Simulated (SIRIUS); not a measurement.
## La: band structure with PBE

La:

```xyz
4
Lattice="3.7700 0.0000 0.0000 -1.8850 3.2649 0.0000 0.0000 0.0000 12.1590" Properties=species:S:1:pos:R:3 pbc="T T T"
La    1.8850    1.0883    3.0398
La    0.0000    2.1766    9.1193
La    0.0000    0.0000    6.0795
La    0.0000    0.0000    0.0000
```

| Item | Value |
| --- | --- |
| Program | SIRIUS 7.12.0 |
| Task | band structure |
| Functional | PBE |
| Potentials or basis | all-electron FP-LAPW |
| Cutoff | 168 eV |
| Basis | apw+lo standard |
| k mesh | 8 × 8 × 3 |
| Occupations | gaussian, width 0.05 eV |
| Spin | no spin polarisation |
| Muffin tin radii | La 2.65 bohr |
| Basis cutoff (gk_cutoff) | 3.51 1/bohr |
| Cutoff of density and potential (pw_cutoff) | 20 1/bohr |
| lmax of the basis | 11 |
| lmax of density and potential | 8 |
| Valence relativity | iora |
| Core states | La 1s2s2p3s3p3d4s4p |
| Local orbitals (radial functions) | La 14 |
| Reference energy of the basis | 0.31 Ha |
| Coordinate units | lattice |
| Smallest sphere radius times basis cutoff | 9.3 |
| Radial points in a sphere | 1200 |
| Start of the SCF | LDA density |
| Mixing history | 16 |

```yaml
Band_gap_along_the_path: none (metal or under the smearing width)
All_electrons_inside_the_program's_atomic_spheres: La 54.29 (radii La 2.65 bohr)
```

Levels at the corners of the path, in eV from the Fermi level:
| point | band 39 | band 40 | band 41 | band 42 | band 43 | band 44 | band 45 | band 46 |
| --- | --- | --- | --- | --- | --- | --- | --- | --- |
| Γ | -1.91 | -1.77 | 0.46 | 0.59 | 1.20 | 1.21 | 1.22 | 1.22 |
| M | -1.55 | -1.09 | -0.68 | -0.32 | -0.22 | 0.40 | 0.89 | 1.18 |
| K | -0.67 | -0.52 | -0.52 | -0.01 | 0.16 | 0.16 | 0.80 | 0.88 |
| Γ | -1.91 | -1.77 | 0.46 | 0.59 | 1.20 | 1.21 | 1.22 | 1.22 |
| A | -1.71 | -1.71 | 0.75 | 0.75 | 1.16 | 1.16 | 1.28 | 1.28 |
| L | -1.41 | -1.41 | -1.07 | -1.07 | 0.61 | 0.61 | 1.19 | 1.19 |
| H | -0.38 | -0.38 | -0.04 | -0.04 | -0.04 | -0.04 | 0.84 | 0.84 |
| A | -1.71 | -1.71 | 0.75 | 0.75 | 1.16 | 1.16 | 1.28 | 1.28 |

Run time: 8.9 min on 1 thread of Arm Neoverse V2, on a shared host, peak memory 1.2 GiB.

Caveat: spin-orbit coupling is left out, which moves the levels of the heavy elements.
